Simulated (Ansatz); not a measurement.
**Li (hcp type): a single-point run**

The task is a single-point run on Li (hcp type). The structure is shown as the input types it.

Program: Ansatz 0.2.0. Level of theory: DFT, PBE, PAW with Ansatz's default frozen-core files, scalar-relativistic. These are calculated values, not measurements.

**1. The system as given**

Symmetry: P6_3/mmc, No. 194, hexagonal system. Conventional cell: a = 3.085 Å, b = 3.085 Å, c = 5.045 Å, α = 90.00°, β = 90.00°, γ = 120.00°. Li (site symmetry -6m2) is surrounded by 12 Li at 3.08 to 3.09 Å.

As a file:

```
Li
1.0
     3.08466    0.00000    0.00000
    -1.54233    2.67140    0.00000
     0.00000    0.00000    5.04466
Li
2
Direct
  0.33333 0.66667 0.25000
  0.66667 0.33333 0.75000
```

**2. Input and run**

The input, input.yaml:

```yaml
crystal:
  lattice:
    - [3.084664909, 0.0, 0.0]
    - [-1.5423324545, 2.6713981734, 0.0]
    - [0.0, 0.0, 5.0446620624]
  atoms:
    - { symbol: Li, position: [0.3333333333, 0.6666666667, 0.25] }
    - { symbol: Li, position: [0.6666666667, 0.3333333333, 0.75] }
kpoints:
  mp_grid: { grid: [16, 16, 9] }
scf:
  occupations: { method: fermi_dirac, width: 0.05 }
  max_iter: 60
hamiltonian:
  xc: pbe
  pseudopotentials: { kind: paw }
output:
  forces: true
  stress: true
  eigenvalues: true
  efg: { contact_densities: true }
basis:
  ecutwfc: "120 eV"
```

Started as:

```bash
> ansatz run input.yaml --threads 1 --pin off --max-ram 2048MiB --backend cpu --events-out ev --progress --plain --runs-dir out
```

**Question.** How will this run end, and is anything wrong with its input?

This run ends as converged, with warnings (cutoff below recommended). Its log warns: «basis.ecutwfc = 120 eV is below the records' recommended 420 eV ...»

Look at the input: basis.ecutwfc is 120 eV. With so few plane waves the basis is incomplete by a wide margin. The potentials' recommended cutoff is 420 eV.

Run again and compare: delete basis.ecutwfc (the default then holds).
